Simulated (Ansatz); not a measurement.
The system is Y.

```xyz
2
Lattice="3.6474 0.0000 0.0000 -1.8237 3.1587 0.0000 0.0000 0.0000 5.7306" Properties=species:S:1:pos:R:3 pbc="T T T"
Y     1.8237    1.0529    4.2980
Y     0.0000    2.1058    1.4326
```

Base run:

| Property | Result |
| --- | --- |
| Program | Ansatz 0.2.0 |
| Functional | PBEsol |
| Potentials or basis | all-electron LAPW, scalar-relativistic |
| Cutoff | 133 eV |
| Density cutoff | 530 eV |
| Basis error allowed | 0.001 eV/atom |
| k mesh | 8 × 8 × 5 |
| Occupations | fermi-dirac, width 0.05 eV |
| Spin | no spin polarisation |

Its results: pressure -2.0 GPa.

Q: The run is repeated on the same cell with these changes: functional from PBEsol to LDA. What comes out?

A: Pressure -3.8 GPa.

LDA binds more tightly than PBEsol, so the same cell stands under less pressure.

Not every run made on this cell is shown here.
